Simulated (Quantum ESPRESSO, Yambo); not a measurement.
# Beyond one shot: BeTe (F-43m), part 2 of 2

How far does self-consistency move the gap of BeTe (F-43m)?

Quantum ESPRESSO 7.5 and Yambo 5.3.0; PBE and many-body steps on it, plane waves. Known limits of the many-body steps: not at the basis limit; no spin-orbit coupling; coarse k mesh.

So far. Step 5 (evGW0, cycle 1): Against G0W0 in Yambo (4×4×4 mesh, 110 bands, screening to 197.3 eV, Godby-Needs plasmon pole), the gap moves by +0.080 eV. Step 6 (evGW0, cycle 2): Against the cycle before, the gap moves by +0.009 eV.

The database entry behind the starting cell differs from later determinations by our own check (an axis about 1.5 % short against later determinations), so it need not match the best structure at ambient conditions.

### Step 7. evGW, cycle 1

This step: evGW on PBE, plane waves, norm-conserving pseudopotentials.

Input file gw4.in:

```
HF_and_locXC
gw0
dyson
ppa
em1d
rim_cut
RandQpts= 1000000
RandGvec= 1 RL
EXXRLvcs= 88 Ry
VXCRLvcs= 352 Ry
Chimod= "HARTREE"
% BndsRnXp
 1 | 110 |
%
NGsBlkXp= 14.5 Ry
% LongDrXp
 1 | 1 | 1 |
%
% GbndRnge
 1 | 110 |
%
DysSolver= "n"
ExtendOut
PPAPntXp= 27.21138 eV
% QPkrange
 1 | 8 | 11 | 18 |
%
GfnQPdb= "E < ./gw1/ndb.QP"
XfnQPdb= "E < ./gw1/ndb.QP"
```

Started as:

```sh
$ OMP_NUM_THREADS=1 mpirun -n 4 yambo -F gw4.in -J gw4 -C gw4 > gw4.log
```

The program printed:

```text
 Yambo, version 5.3.0

 [02] CORE Variables Setup
 =========================

  [... cell, symmetries and grids as in the set-up ...]

  [02.05] Energies & Occupations
  ==============================

  [X] === General ===
  [X] Electronic Temperature                        :  0.000000  0.000000 [eV K]
  [X] Bosonic    Temperature                        :  0.000000  0.000000 [eV K]
  [X] Finite Temperature mode                       : no
  [X] El. density                                   :  0.65870E+24 [cm-3]
[...]
Sx RL components                                 :   4111

   QP @ state[ 1 ] K range                          :   1   8
   QP @ state[ 1 ] b range                          :  11  18
   GF energies kind                                 : Perdew, Burke & Ernzerhof(X)+Perdew, Burke & Ernzerhof(C)+ E < ./gw1/ndb.QP + @E Fit
   GF WF`s kind                                     : Perdew, Burke & Ernzerhof(X)+Perdew, Burke & Ernzerhof(C)
   Xs energies kind                                 : Perdew, Burke & Ernzerhof(X)+Perdew, Burke & Ernzerhof(C)
   Xs WF`s kind                                     : Perdew, Burke & Ernzerhof(X)+Perdew, Burke & Ernzerhof(C)

 [15] Game Over & Game summary
```

Wall time 7.2 min (4 MPI ranks of Arm Neoverse V1, shared host); peak memory 1.7 GiB; 29 min of CPU time.

Numbers from this step:

* quasiparticle gap on the mesh: 2.827 eV
* gap of the density functional on the mesh: 1.863 eV
* k of the valence top: 0, 0, 0
* k of the conduction bottom: 0, -0.5, -0.5
* least direct quasiparticle gap on the computed points: 4.870 eV

Against G0W0 in Yambo (4×4×4 mesh, 110 bands, screening to 197.3 eV, Godby-Needs plasmon pole), the gap moves by +0.203 eV.

The program's own table gives 2.948 eV, which is too large where the input levels are shifted: this version takes Σc at the unshifted level E₀, yet steps from the shifted one. The value above is the Newton step from E₀, E₀ + Z(Σc + Σx − Vxc), rebuilt from the printed columns.

### Step 8. evGW, cycle 2

gw5.in, as its differences from gw4.in of step 7:

```diff
@@ -27,3 +27,3 @@
 %
-GfnQPdb= "E < ./gw1/ndb.QP"
-XfnQPdb= "E < ./gw1/ndb.QP"
+GfnQPdb= "E < ./gw4_fix/ndb.QP"
+XfnQPdb= "E < ./gw4_fix/ndb.QP"
```

Started as:

```sh
$ OMP_NUM_THREADS=1 mpirun -n 4 yambo -F gw5.in -J gw5 -C gw5 > gw5.log
```

The program printed:

```text
 Yambo, version 5.3.0

 [02] CORE Variables Setup
 =========================

  [... cell, symmetries and grids as in the set-up ...]

  [02.05] Energies & Occupations
  ==============================

  [X] === General ===
  [X] Electronic Temperature                        :  0.000000  0.000000 [eV K]
  [X] Bosonic    Temperature                        :  0.000000  0.000000 [eV K]
  [X] Finite Temperature mode                       : no
  [X] El. density                                   :  0.65870E+24 [cm-3]
[...]
Sx RL components                                 :   4111

   QP @ state[ 1 ] K range                          :   1   8
   QP @ state[ 1 ] b range                          :  11  18
   GF energies kind                                 : Perdew, Burke & Ernzerhof(X)+Perdew, Burke & Ernzerhof(C)+ E < ./gw1/ndb.QP + @E Fit+ E < ./gw4_fix/
   GF WF`s kind                                     : Perdew, Burke & Ernzerhof(X)+Perdew, Burke & Ernzerhof(C)
   Xs energies kind                                 : Perdew, Burke & Ernzerhof(X)+Perdew, Burke & Ernzerhof(C)
   Xs WF`s kind                                     : Perdew, Burke & Ernzerhof(X)+Perdew, Burke & Ernzerhof(C)

 [15] Game Over & Game summary
```

It took 7 min on 4 MPI ranks; peak memory 1.7 GiB; 28 min of CPU time.

Numbers from this step:

```
quasiparticle gap on the mesh                         : 2.882 eV
gap of the density functional on the mesh             : 1.863 eV
k of the valence top                                  : 0, 0, 0
k of the conduction bottom                            : 0, -0.5, -0.5
least direct quasiparticle gap on the computed points : 4.939 eV
```

Against the cycle before, the gap moves by +0.054 eV.

The program's own table gives 3.029 eV, which is too large where the input levels are shifted: this version takes Σc at the unshifted level E₀, yet steps from the shifted one. The value above is the Newton step from E₀, E₀ + Z(Σc + Σx − Vxc), rebuilt from the printed columns.

### Step 9. evGW, cycle 3

gw6.in, as its differences from gw5.in of step 8:

```diff
@@ -27,3 +27,3 @@
 %
-GfnQPdb= "E < ./gw4_fix/ndb.QP"
-XfnQPdb= "E < ./gw4_fix/ndb.QP"
+GfnQPdb= "E < ./gw5_fix/ndb.QP"
+XfnQPdb= "E < ./gw5_fix/ndb.QP"
```

Started as:

```sh
$ OMP_NUM_THREADS=1 mpirun -n 4 yambo -F gw6.in -J gw6 -C gw6 > gw6.log
```

The program printed:

```text
 Yambo, version 5.3.0

 [02] CORE Variables Setup
 =========================

  [... cell, symmetries and grids as in the set-up ...]

  [02.05] Energies & Occupations
  ==============================

  [X] === General ===
  [X] Electronic Temperature                        :  0.000000  0.000000 [eV K]
  [X] Bosonic    Temperature                        :  0.000000  0.000000 [eV K]
  [X] Finite Temperature mode                       : no
  [X] El. density                                   :  0.65870E+24 [cm-3]
[...]
Sx RL components                                 :   4111

   QP @ state[ 1 ] K range                          :   1   8
   QP @ state[ 1 ] b range                          :  11  18
   GF energies kind                                 : Perdew, Burke & Ernzerhof(X)+Perdew, Burke & Ernzerhof(C)+ E < ./gw1/ndb.QP + @E Fit+ E < ./gw4_fix/
   GF WF`s kind                                     : Perdew, Burke & Ernzerhof(X)+Perdew, Burke & Ernzerhof(C)
   Xs energies kind                                 : Perdew, Burke & Ernzerhof(X)+Perdew, Burke & Ernzerhof(C)
   Xs WF`s kind                                     : Perdew, Burke & Ernzerhof(X)+Perdew, Burke & Ernzerhof(C)

 [15] Game Over & Game summary
```

Wall time 7.1 min (4 MPI ranks); peak memory 1.7 GiB.

This step gave:

* quasiparticle gap on the mesh: 2.897 eV
* gap of the density functional on the mesh: 1.863 eV
* k of the valence top: 0, 0, 0
* k of the conduction bottom: 0, -0.5, -0.5
* least direct quasiparticle gap on the computed points: 4.959 eV

Against the cycle before, the gap moves by +0.015 eV.

The program's own table gives 3.051 eV, which is too large where the input levels are shifted: this version takes Σc at the unshifted level E₀, yet steps from the shifted one. The value above is the Newton step from E₀, E₀ + Z(Σc + Σx − Vxc), rebuilt from the printed columns.

### Step 10. evGW, cycle 4

gw7.in, as its differences from gw6.in of step 9:

```diff
@@ -27,3 +27,3 @@
 %
-GfnQPdb= "E < ./gw5_fix/ndb.QP"
-XfnQPdb= "E < ./gw5_fix/ndb.QP"
+GfnQPdb= "E < ./gw6_fix/ndb.QP"
+XfnQPdb= "E < ./gw6_fix/ndb.QP"
```

Started as:

```sh
$ OMP_NUM_THREADS=1 mpirun -n 4 yambo -F gw7.in -J gw7 -C gw7 > gw7.log
```

The program printed:

```text
 Yambo, version 5.3.0

 [02] CORE Variables Setup
 =========================

  [... cell, symmetries and grids as in the set-up ...]

  [02.05] Energies & Occupations
  ==============================

  [X] === General ===
  [X] Electronic Temperature                        :  0.000000  0.000000 [eV K]
  [X] Bosonic    Temperature                        :  0.000000  0.000000 [eV K]
  [X] Finite Temperature mode                       : no
  [X] El. density                                   :  0.65870E+24 [cm-3]
[...]
Sx RL components                                 :   4111

   QP @ state[ 1 ] K range                          :   1   8
   QP @ state[ 1 ] b range                          :  11  18
   GF energies kind                                 : Perdew, Burke & Ernzerhof(X)+Perdew, Burke & Ernzerhof(C)+ E < ./gw1/ndb.QP + @E Fit+ E < ./gw4_fix/
   GF WF`s kind                                     : Perdew, Burke & Ernzerhof(X)+Perdew, Burke & Ernzerhof(C)
   Xs energies kind                                 : Perdew, Burke & Ernzerhof(X)+Perdew, Burke & Ernzerhof(C)
   Xs WF`s kind                                     : Perdew, Burke & Ernzerhof(X)+Perdew, Burke & Ernzerhof(C)

 [15] Game Over & Game summary
```

Wall time 7 min (4 MPI ranks); peak memory 1.7 GiB; 28 min of CPU time.

This step gave:

- quasiparticle gap on the mesh: 2.901 eV
- gap of the density functional on the mesh: 1.863 eV
- k of the valence top: 0, 0, 0
- k of the conduction bottom: 0, -0.5, -0.5
- least direct quasiparticle gap on the computed points: 4.965 eV

Against the cycle before, the gap moves by +0.004 eV.

The program's own table gives 3.057 eV, which is too large where the input levels are shifted: this version takes Σc at the unshifted level E₀, yet steps from the shifted one. The value above is the Newton step from E₀, E₀ + Z(Σc + Σx − Vxc), rebuilt from the printed columns.

### Step 11. Side by side

Times are wall times on 4 MPI ranks of Arm Neoverse V1, shared host, good to a factor of about two.

| run | mesh | bands | screening cutoff (eV) | DFT gap (eV) | gap on the mesh (eV) | direct (eV) | time |
| --- | --- | --- | --- | --- | --- | --- | --- |
| G0W0 | 4×4×4 | 110 | 197.3 | 1.863 | 2.624 | 4.613 | 7.2 min |
| evGW0, cycle 1 | 4×4×4 | 110 | 197.3 | 1.863 | 2.704 | 4.731 | 6.2 min |
| evGW0, cycle 2 | 4×4×4 | 110 | 197.3 | 1.863 | 2.713 | 4.747 | 6.1 min |
| evGW, cycle 1 | 4×4×4 | 110 | 197.3 | 1.863 | 2.827 | 4.870 | 7.2 min |
| evGW, cycle 2 | 4×4×4 | 110 | 197.3 | 1.863 | 2.882 | 4.939 | 7 min |
| evGW, cycle 3 | 4×4×4 | 110 | 197.3 | 1.863 | 2.897 | 4.959 | 7.1 min |
| evGW, cycle 4 | 4×4×4 | 110 | 197.3 | 1.863 | 2.901 | 4.965 | 7 min |

### Step 12. Results

* G0W0: 2.624 eV
* evGW0, cycle 1: 2.704 eV
* evGW0, cycle 2: 2.713 eV
* evGW, cycle 1: 2.827 eV
* evGW, cycle 2: 2.882 eV
* evGW, cycle 3: 2.897 eV
* evGW, cycle 4: 2.901 eV
* known limits: not at the basis limit; no spin-orbit coupling; coarse k mesh

evGW0 ends at 2.71 eV, +0.09 eV from G0W0, after 2 cycles that took 12 min beside the first screening; the last moved the gap by 0.009 eV. evGW ends at 2.90 eV, +0.28 eV from G0W0, after 4 cycles that took 28 min beside the first screening; the last moved the gap by 0.004 eV. Bands and cutoff are finite, so the gap is not at the basis limit. The miss can reach some tenths of an eV and take either sign; the mesh is an error of its own. The 4×4×4 mesh is coarse for this cell, which bears on the long-range parts of exchange and screening. The many-body steps are scalar-relativistic: spin-orbit coupling is not in them.

[Paths, hosts, dates, memory and timing lines, banners, echoed tables and standing remarks are left out of the program output.]

[Logs are printed without paths, hosts, clocks, repeated set-up lines and the standing remarks that a program may print on its own settings, such as how far it seeks lower states.]

[Runs of the session that timed out or met a known fault of the program may be left out.]

[Hosts, paths, dates, database ids (printed as entryN), source tags and the programs' standing remarks are cut or masked in the printed files.]
